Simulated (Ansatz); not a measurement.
Input and output of a band-structure calculation on SrTiO3 (I4/mcm) from a database of computed structures (Ansatz 0.2.0, PBE). The cell was relaxed beforehand with r2SCAN.

```yaml
crystal:
  lattice:
    - [-2.7589050186, 2.7589050186, 3.9136137928]
    - [2.7589050186, -2.7589050186, 3.9136137928]
    - [2.7589050186, 2.7589050186, -3.9136137928]
  atoms:
    - { symbol: Sr, position: [0.75, 0.25, 0.5] }
    - { symbol: Sr, position: [0.25, 0.75, 0.5] }
    - { symbol: Ti, position: [0.0, 0.0, 0.0] }
    - { symbol: Ti, position: [0.5, 0.5, 0.0] }
    - { symbol: O, position: [0.7669008901, 0.2669008901, 0.0338017802] }
    - { symbol: O, position: [0.2669008901, 0.2330991099, 0.5] }
    - { symbol: O, position: [0.7330991099, 0.7669008901, 0.5] }
    - { symbol: O, position: [0.2330991099, 0.7330991099, 0.9661982198] }
    - { symbol: O, position: [0.75, 0.75, 0.0] }
    - { symbol: O, position: [0.25, 0.25, 0.0] }
kpoints:
  mp_grid: { grid: [6, 6, 6] }
  band_path:
    path:
      - [[0.0, 0.0, 0.0], [1.505057524024e-17, -1.505057524024e-17, 0.5], [0.25, 0.25, 0.25], [1.568625062402e-17, 0.5, -1.568625062402e-17], [0.0, 0.0, 0.0], [0.5, 0.5, -0.5], [0.3742388935953, 0.6257611064047, -0.3742388935953]]
      - [[-0.3742388935953, 0.3742388935953, 0.3742388935953], [0.0, 0.0, 0.0]]
      - [[1.505057524024e-17, -1.505057524024e-17, 0.5], [-0.2484777871905, 0.2484777871905, 0.5]]
      - [[0.5, 0.5, -0.2484777871905], [0.5, 0.5, -0.5]]
    npoints: 10
hamiltonian:
  xc: pbe
scf:
  occupations: { method: fermi_dirac, width: 0.02 }
  n_extra_bands: 6
output:
  forces: true
  stress: true
  eigenvalues: true
```

Some lines of the output have been replaced by numbered gaps.
```
scf.n_extra_bands = 6 over 40 filled bands (N_el = 80.0): the run solves 46 bands
Pseudopotential: Sr, paw, valence charge 10, recommended cutoff 420 eV (normal)
Pseudopotential: Ti, paw, valence charge 12, recommended cutoff 420 eV (normal)
Pseudopotential: O, paw, valence charge 6, recommended cutoff 420 eV (normal)
Functional definition: PBE
Crystal: 10 atoms, lattice volume = 119.155 Å³
Basis set: ecut = 420 eV, 2285 PW (Γ)
Symmetry: 16 space group operations
Space group: I4/mcm (ITA 140)
k-points: 30 of 216
SCF 1 converged in 6 iterations: F = -15508.948911 eV  dr2 = 4.38e-9
Free energy (F): -15508.948911 eV
[1]
--- Forces (eV/Å), atoms counted from 1 ---
  atom   1  Sr      0.00000      0.00000      0.00000
  atom   2  Sr      0.00000      0.00000      0.00000
  atom   3  Ti      0.00000      0.00000      0.00000
  atom   4  Ti      0.00000      0.00000      0.00000
  atom   5  O       0.01947      0.01947      0.00000
  atom   6  O     -0.01947      0.01947      0.00000
  atom   7  O       0.01947    -0.01947      0.00000
  atom   8  O     -0.01947    -0.01947      0.00000
  atom   9  O       0.00000      0.00000      0.00000
  atom  10  O       0.00000      0.00000      0.00000
--- Stress (GPa, compression-positive) ---
        4.050583       0.000000       0.000000
        0.000000       4.050583       0.000000
        0.000000       0.000000       4.016878
  P = ⅓ Tr σ = 4.0393 GPa (40.393 kbar)
--- Band table (eV; the first three rows and the last of 30) ---
[2]
```

The rows of the band table are 0: (0, 0, 0) = Γ, 1: (0, 0, 1/6), 2: (0, 0, 1/3), 29: (-1/2, -1/2, -1/2) = M.

**Question.** Give the withheld lines. They hold the Fermi energy and the band table.

**Answer.**
```
[1]
Fermi energy:    10.900850 eV
[2]
  k-point 0: bands = […, 9.6162, 9.6178, 9.6178, 9.8584, 9.9262, 9.9262, 11.8669, 11.8669, 11.8753, 14.1287, …]
  k-point 1: bands = […, 8.8688, 9.4663, 9.4672, 9.6028, 9.6159, 9.9181, 11.9007, 12.4201, 12.4340, 14.1103, …]
  k-point 2: bands = […, 8.1378, 8.9019, 8.9401, 9.3015, 9.3015, 9.8849, 11.9736, 13.3259, 13.3344, 13.8387, …]
  k-point 29: bands = […, 8.2462, 8.4305, 8.4305, 9.2672, 9.2672, 9.8544, 12.0304, 13.6730, 13.6730, 13.8234, …]
```
Only the leading digits can be foreseen; the rest is this run's record.

Command: `ansatz run input.yaml --threads 2 --pin off --max-ram 29491MiB --backend cpu --events-out ev --progress --plain --runs-dir out`.

**Question.** It took 11 s on 2 threads of AMD EPYC 7R13 Processor (Zen 3) (shared host), load about 1.3 per core. What peak of host memory did it reach?

**Answer.** About 0.55 GiB.

Spin-unpolarised throughout; all numbers are computed.
